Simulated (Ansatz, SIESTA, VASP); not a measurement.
# One calculation of CdTe, 3 ways

The starting cell:

```
Te Cd
1.0
     0.00000    3.20500    3.20500
     3.20500    0.00000    3.20500
     3.20500    3.20500    0.00000
Te Cd
1 1
Direct
  0.75000 0.75000 0.75000
  0.00000 0.00000 0.00000
```

Alike in all runs: task relaxation of cell and atoms; functional PBE; k mesh 7 × 7 × 7; occupations fermi-dirac, width 0.05 eV; no spin polarisation; no spin-orbit coupling.

| program and potentials | plane-wave cutoff (eV) | notes | equilibrium volume (Å³/atom) |
| --- | --- | --- | --- |
| VASP, PBE PAW files Cd, Te, 600 eV | 600 | 9 valence electrons an atom on average | 36.31 |
| SIESTA, files PseudoDojo sr-pbe-0.4.1-standard, SZP (energy shift 0.002 Ry) | - | atomic basis; 18 valence electrons an atom on average | 37.16 |
| Ansatz, all-electron LAPW, scalar-relativistic | - | - | 36.22 |

The equilibrium volume spans 36.22 (Ansatz, all-electron LAPW, scalar-relativistic) to 37.16 Å³/atom (SIESTA, files PseudoDojo sr-pbe-0.4.1-standard, SZP (energy shift 0.002 Ry)), with all-electron results at 36.22. Relaxations stop with a little pressure left, so the last digit of a volume isn't settled. Rows in atomic bases carry the error of their basis and grid, which can be large.

Differences between rows come from potentials, basis sets and numerical settings, since the functional is the same but for its coding. Runs on potential files found faulty are left out.

The PAW and all-electron volumes nearly coincide, at 36.31 and 36.22 Å³/atom, while the SIESTA value is visibly larger at 37.16. The PAW electron count fits a valence of Cd d and s plus Te s and p electrons, so freezing the deeper shells, the filled Te d shell among them, seems to cost little in the volume. SIESTA treats twice as many electrons explicitly yet lies further from the all-electron result, which makes a missing semicore shell an unlikely cause. More probably, a single radial function per valence orbital can't adapt as the polar covalent Cd–Te bonds shorten, which penalises compression.

Agreement between codes isn't agreement with experiment: all three volumes exceed the measured one for zinc-blende CdTe. This is the familiar underbinding of PBE, whose gradient correction softens bonds between heavy atoms too far, and a better basis or potential wouldn't remove it. Nor does the close match in volume establish equal accuracy for the bulk modulus, which depends on the curvature of the energy.
